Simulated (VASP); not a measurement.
Runs of VASP 6.6.1 on Sn. Symmetry: Im-3m, No. 229, cubic system. Conventional cell: a = 3.789 Å, b = 3.789 Å, c = 3.789 Å, α = 90.00°, β = 90.00°, γ = 90.00°. Sn (site symmetry m-3m) is surrounded by 8 Sn at 3.28 Å. This isn't the form of Sn at room conditions, which is tetragonal (white tin).

| level | gap on the mesh (eV) | pressure (GPa) | relaxed volume (Å³/atom) |
| --- | --- | --- | --- |
| rev-vdW-DF2 | none | 0.0 | - |
| PBEsol | none | 0.0 | (b) |
| SCAN | none | 0.1 | 26.74 |
| BLYP | none | 0.0 | 30.77 |
| vdW-DF-cx | none | 0.0 | (a) |
| optB88-vdW | none | 0.0 | 27.95 |
| revPBE | none | 0.0 | 28.21 |
| RPBE | none | 0.0 | 28.47 |

Alike in all rows: task relaxation of cell and atoms; potentials or basis VASP PAW PBE potentials, release 64 (Sn_d); no spin polarisation; cell relaxed; k mesh 10 × 10 × 10; cutoff (eV) 600; smearing fermi-dirac 0.05 eV.

Fill in the values left out.

(a) 26.31; (b) 25.98.

Caveats: the PAW data sets were made with another functional, which shifts forces and pressure a little; the relaxation stopped at its first step, so nothing moved (some runs).

A k mesh can miss the band edges, and the runs leave out spin-orbit coupling on Sn.

A gap of «none» marks a metal or a gap under the smearing width.

Runs at the PBE level aren't shown here.
